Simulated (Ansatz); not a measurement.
The system is Pb.

```
Pb
1.0
     0.00000    2.47502    2.47502
     2.47502    0.00000    2.47502
     2.47502    2.47502    0.00000
Pb
1
Direct
  0.00000 0.00000 0.00000
```

| Property | Result |
| --- | --- |
| Program | Ansatz 0.2.0 |
| Task | relaxation of cell and atoms |
| Functional | rPW86-PBE |
| Potentials or basis | Ansatz PAW |
| Cutoff | 420 eV (not typed: the program's choice for these potentials) |
| k mesh | 9 × 9 × 9 |
| Occupations | fermi-dirac, width 0.05 eV |
| Spin | no spin polarisation |

At the start: volume 30.32 Å³/atom.

Question: Where does the relaxation end?

Answer: It ends after 4 steps and the volume is 34.11 Å³/atom (+12.5 %); space group Fm-3m (No. 225, to 0.05 Å).

Step by step:
```tsv
step	energy change (eV)	largest force (eV/Å)	volume (Å³)
1	0.0000	0.0000	30.32
2	-0.0565	0.0000	34.26
3	-0.0566	0.0000	34.11
4	-0.0577	0.0000	34.11
```

Final structure:
```
Pb
1.0
     0.00000    2.57407    2.57407
     2.57407    0.00000    2.57407
     2.57407    2.57407    0.00000
Pb
1
Direct
  0.00000 0.00000 0.00000
```

The cell as given is a measured one (30.32 Å³/atom); rPW86-PBE puts the equilibrium volume +12.5 % from it, thermal expansion not counted.

Caveat: the plane-wave basis is chosen anew once the cell has moved, so the energies of steps on either side of that aren't comparable; the volume moved by +12 % from the deposited cell, more than functionals usually miss; the PAW data sets come from PBE, with cores solved anew for the run's functional, which leaves a small shift of forces and pressure.
